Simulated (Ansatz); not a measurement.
# CdSe (F-43m) in Ansatz: notebook

Aim: see how the results for CdSe move with the level of theory and the settings. Levels: RPBE, PBEsol, revPBE. Tasks: band structure, elastic constants.

Program: Ansatz 0.2.0. These are calculated values, not measurements. Logs are shortened: lines on timing, memory, paths and dates and some standing lists are left out, and cuts for length are marked.

**1. Starting point**

It takes space group F-43m (No. 216, cubic). Conventional cell: a = 6.141 Å, b = 6.141 Å, c = 6.141 Å, α = 90.00°, β = 90.00°, γ = 90.00°. Cd (site symmetry -43m) is surrounded by 4 Se at 2.66 Å. Se (site symmetry -43m) has 4 Cd at 2.66 Å as nearest neighbours.

Measurements of this composition are mostly on another form, of space group No. 186.

**2. Band structure, RPBE**

The input, input.yaml:

```yaml
crystal:
  lattice:
    - [0.0, 3.0702711986, 3.0702711986]
    - [3.0702711986, 0.0, 3.0702711986]
    - [3.0702711986, 3.0702711986, 0.0]
  atoms:
    - { symbol: Cd, position: [0.0, 0.0, 0.0] }
    - { symbol: Se, position: [0.25, 0.25, 0.25] }
kpoints:
  mp_grid: { grid: [8, 8, 8] }
  band_path:
    path:
      - [0.0, 0.0, 0.0]
      - [0.5, 0.0, 0.5]
      - [0.5, 0.25, 0.75]
      - [0.375, 0.375, 0.75]
      - [0.0, 0.0, 0.0]
      - [0.5, 0.5, 0.5]
      - [0.625, 0.25, 0.625]
      - [0.5, 0.25, 0.75]
    npoints: 6
scf:
  occupations: { method: fermi_dirac, width: 0.05 }
hamiltonian:
  xc: rpbe
  pseudopotentials: { kind: all_electron, lapw: { basis_error: 0.001 } }
output:
  forces: true
  stress: true
  eigenvalues: true
```

Potentials or basis: all-electron LAPW, scalar-relativistic.

Started as:

```
> ansatz run input.yaml --threads 1 --pin off --max-ram 3072MiB --backend cpu --events-out ev --progress --plain --runs-dir out
```

The log of the run:

```text
Warning: RAYON_NUM_THREADS=1 ignored (pool sized by the plan → 1); use --threads N
LAPW: plane waves up to 8.361 Å⁻¹, error target 1.0e-3 eV per atom; small_component_spin mean_spin; Se in spheres of 1.276 Å, 24 of its electrons in bands, Dirac shells []; Cd in spheres of 1.383 Å, 20 of its electrons in bands, Dirac shells [] (how accurate: hamiltonian.pseudopotentials.lapw.basis_error, Limitations)
Engine: ansatz 0.2.0, aarch64-unknown-linux-gnu
Pseudopotentials: kind: all_electron
Pseudopotential: Cd, LAPW, valence charge 20, lapw/all_electron/scalar/gaussian/Cd, Koelling and Harmon's equation, gaussian nucleus
Pseudopotential: Se, LAPW, valence charge 24, lapw/all_electron/scalar/gaussian/Se, Koelling and Harmon's equation, gaussian nucleus
Functional definition: RPBE
  parameter kappa = 0.804
  parameter beta = 0.06672455060314922
  exchange = rpbe_x(kappa = kappa, mu = beta*pi^2/3)
  correlation = pbe_c(beta = beta)
Crystal: 2 atoms, lattice volume = 57.884 Å³
Basis set: ecut = 266.35553967860756 eV, 537 PW (Γ), exchange–correlation at level 2
Bands: 27, of which v1, the nominal top of the filled ones, is band 22 counted from 1 (21 counted from 0)
Symmetry: 24 space group operations
Space group: F-43m (ITA 216), of the structure as read, at distance tolerance 3.9e-5 Å
k-points: 29 of 512 (time reversal used)
Non-local potential: Cd, projectors of the file, none
Non-local potential: Se, projectors of the file, none
Initial density: superposition of atomic densities (chi_scale 0.1, normalization cell, long waves kept (reshape's long-wave potential 0.00 eV rms))
Initial wavefunctions: plane waves of lowest kinetic energy (no species holds an atomic orbital)
Functional: x = rpbe, c = pbe(β = 0.06672455060314922)
iter 1 solved again at ethr=2.49e-3 eV; its pass at ethr=1.00e-1 eV (dr2=1.10e0 eV) is discarded
SCF iter   1: F=—  HF=-218377.085444 eV  |F-HF|=—  |Δ(HF+E_count)|=         —  Δρ=2.94e-2  dr2=1.10e0  ethr=2.49e-3  ⟨swp⟩=2.0  Hψ=4966  notcnv=0
preconditioner: auto → none  [insulator: Δε(μ)=1.200 eV  Ē_g=12.450 eV  σ=0.050 eV  W_gap=1.00  n_scr=14 (ndim 8)  ℏωp=20.7 eV  f_vac=0.228  D(μ)=0.00/eV (n_scr^D=0)  ε∞_Penn≈3.8]
iter 2 solved again at ethr=4.82e-5 eV; its pass at ethr=2.49e-3 eV (dr2=2.12e-2 eV) is discarded
SCF iter   2: F=—  HF=-218376.730203 eV  |F-HF|=—  |Δ(HF+E_count)|=   3.55e-1  Δρ=7.27e-3  dr2=2.13e-2  ethr=4.82e-5  ⟨swp⟩=2.0  Hψ=4058  notcnv=0
SCF iter   3: F=—  HF=-218376.698781 eV  |F-HF|=—  |Δ(HF+E_count)|=   3.14e-2  Δρ=4.37e-3  dr2=1.25e-2  ethr=4.82e-5  ⟨swp⟩=3.0  Hψ=2454  notcnv=0
SCF iter   4: F=—  HF=-218376.701135 eV  |F-HF|=—  |Δ(HF+E_count)|=         —  Δρ=1.52e-3  dr2=1.45e-3  ethr=2.84e-5  ⟨swp⟩=2.0  Hψ=2322  notcnv=0
the basis was enlarged: its passes take 34.0 KiB over the memory plan, 1 of 1 planned eigensolver slots
SCF iter   5: F=—  HF=-218376.701868 eV  |F-HF|=—  |Δ(HF+E_count)|=   7.34e-4  Δρ=2.24e-4  dr2=2.56e-5  ethr=3.30e-6  ⟨swp⟩=3.0  Hψ=2327  notcnv=0
SCF iter   6: F=—  HF=-218376.701920 eV  |F-HF|=—  |Δ(HF+E_count)|=   5.13e-5  Δρ=6.56e-5  dr2=3.13e-6  ethr=5.83e-8  ⟨swp⟩=3.0  Hψ=2337  notcnv=0
SCF iter   7: F=—  HF=-218376.701933 eV  |F-HF|=—  |Δ(HF+E_count)|=   1.36e-5  Δρ=1.29e-5  dr2=1.14e-7  ethr=7.11e-9  ⟨swp⟩=3.0  Hψ=2469  notcnv=0
SCF iter   8: F=-218376.701934 eV  HF=-218376.701934 eV  |F-HF|=1.29e-8  |Δ(HF+E_count)|=   7.62e-7  Δρ=1.78e-6  dr2=2.41e-9  ethr=2.60e-10  ⟨swp⟩=3.0  Hψ=2480  notcnv=0
SCF 1 converged in 8 iterations: F = -218376.701934 eV  dr2 = 2.41e-9
NSCF: frozen V_eff on 43 k-points
SCF converged after 8 iterations
Free energy (F): -218376.701934 eV
Harris-Foulkes:  -218376.701934 eV  (|F-HF|=1.29e-8)
Internal energy: -218376.701929 eV  (E = F + TS)
E sigma→0 (E₀):  -218376.701931 eV
Entropy (-TS):   -0.000005 eV (-0.003 meV/atom)
Fermi energy:    8.271540 eV
--- Per-component energies (eV) ---
  E_band       = -2102.529368
  E_kinetic    = 227189.326982
  E_xc         = -6620.789190
  E_electrostatic = -438945.239721  (all electrons and nuclei)
  E_smearing   = -0.000005  (= −TS)
  E_closure    = 0.000000  (closes the sum)
  E_atoms      = -218371.859305  (free atoms, spherical and without spin; not in F)
  Σ components = -218376.701934   (vs F -218376.701934, Δ=0.00e0)
  Basis errors (estimates in eV, not in F): energy 4.5e-4 per atom: plane waves 4.1e-4 (2.4e-4 summed), levels above the bands 5.3e-86, relativity 6.8e-8, radial functions 3.9e-5, core shells 5.6e-7; eigenvalues (radial functions only) 1.4e-6; not estimated: angular momenta, meshes, grids; target (lapw.basis_error) 1.0e-3; muffin-tin radii Se 1.276 Å, Cd 1.383 Å
--- Forces (eV/Å), atoms counted from 1 ---
  atom   1  Cd    -0.00000000     0.00000000    -0.00000000
  atom   2  Se     0.00000000    -0.00000000    -0.00000000
  max |Σ_I F_I| component: 3.70e-17 eV/Å
--- Stress (GPa, compression-positive) ---
        3.211867       0.000000      -0.000000
        0.000000       3.211867       0.000000
       -0.000000       0.000000       3.211867
  P = ⅓ Tr σ = 3.2119 GPa (32.119 kbar)
--- Band table (eV; the first three rows and the last of 29) ---
  k-point 0: bands = ["-199.1575", "-138.5261", "-138.5261", "-138.5261", "-93.7435", "-54.8096", "-54.8096", "-54.8096", "-38.6667", "-38.6667", "-38.6667", "-38.6638", "-38.6638", "-4.5173", "0.0189", "0.0189", "0.0189", "0.3602", "0.3602", "7.8666", "7.8666", "7.8666", "8.5959", "13.8909", "13.8909", "13.8909", "17.8065"]
  k-point 1: bands = ["-199.1575", "-138.5261", "-138.5261", "-138.5261", "-93.7435", "-54.8096", "-54.8096", "-54.8096", "-38.6667", "-38.6667", "-38.6667", "-38.6638", "-38.6638", "-4.4678", "0.0346", "0.0346", "0.0666", "0.3595", "0.3595", "6.7336", "7.7501", "7.7501", "9.5396", "13.6971", "14.0848", "14.0848", "18.2413"]
  k-point 2: bands = ["-199.1575", "-138.5261", "-138.5261", "-138.5261", "-93.7435", "-54.8097", "-54.8096", "-54.8096", "-38.6668", "-38.6667", "-38.6667", "-38.6638", "-38.6638", "-4.3470", "0.0690", "0.0690", "0.2240", "0.3625", "0.3625", "5.3329", "7.4917", "7.4917", "10.2440", "13.9272", "14.3938", "14.3938", "17.9994"]
  k-point 28: bands = ["-199.1575", "-138.5261", "-138.5261", "-138.5261", "-93.7435", "-54.8098", "-54.8098", "-54.8097", "-38.6668", "-38.6668", "-38.6667", "-38.6638", "-38.6638", "-4.0670", "0.1922", "0.1949", "0.3302", "0.3658", "0.8125", "4.0650", "5.7799", "5.8213", "12.8377", "13.2467", "14.4224", "15.6542", "18.3316"]
```

bands.tsv:

```text
# k_distance	band_0	band_1	band_2	band_3	band_4	band_5	band_6	band_7	band_8	band_9	band_10	band_11	band_12	band_13	band_14	band_15	band_16	band_17	band_18	band_19	band_20	band_21	band_22	band_23	band_24	band_25	band_26
# fermi_ev = 8.271540
[... 53 lines left out ...]
4.796122	-207.429021	-146.797648	-146.797648	-146.797648	-102.015051	-63.081322	-63.081291	-63.081237	-46.938346	-46.938293	-46.938233	-46.935373	-46.935343	-12.339349	-8.082199	-8.073994	-7.943845	-7.903504	-7.462130	-4.208148	-2.554514	-2.362347	4.498423	4.911847	6.261499	7.443465	9.987541
4.856417	-207.429021	-146.797648	-146.797648	-146.797648	-102.015051	-63.081319	-63.081292	-63.081237	-46.938341	-46.938292	-46.938229	-46.935369	-46.935340	-12.338559	-8.079328	-8.076636	-7.941314	-7.905787	-7.459052	-4.206571	-2.491636	-2.450241	4.566177	4.975199	6.150884	7.382642	10.060060
```

Run time: 21 s. Hardware: 1 thread of Arm Neoverse V1, shared host; peak memory 0.29 GiB.

Results:

```yaml
Free_energy: -218376.7019 eV
Pressure: 3.2 GPa
Band_gap_on_the_k_mesh: 0.73 eV, direct
Band_gap_along_the_path: 0.73 eV, direct
```

Levels at the corners of the path, in eV from the valence-band top:
```
point  band 20  band 21  band 22  band 23  band 24  band 25
    Γ     0.00     0.00     0.00     0.73     6.02     6.02
    X    -3.90    -1.73    -1.73     3.38     3.84     9.17
    W    -3.80    -2.09    -2.05     4.97     5.38     6.56
    K    -3.83    -2.35    -1.42     3.85     5.20     8.38
    Γ     0.00     0.00     0.00     0.73     6.02     6.02
    L    -4.16    -0.70    -0.70     2.50     6.54     6.54
    U    -3.83    -2.35    -1.42     3.85     5.20     8.38
    W    -3.80    -2.09    -2.05     4.97     5.38     6.56
```

RPBE gaps usually lie below the measured ones, often by a third to a half.

[end of part 1 of 2]
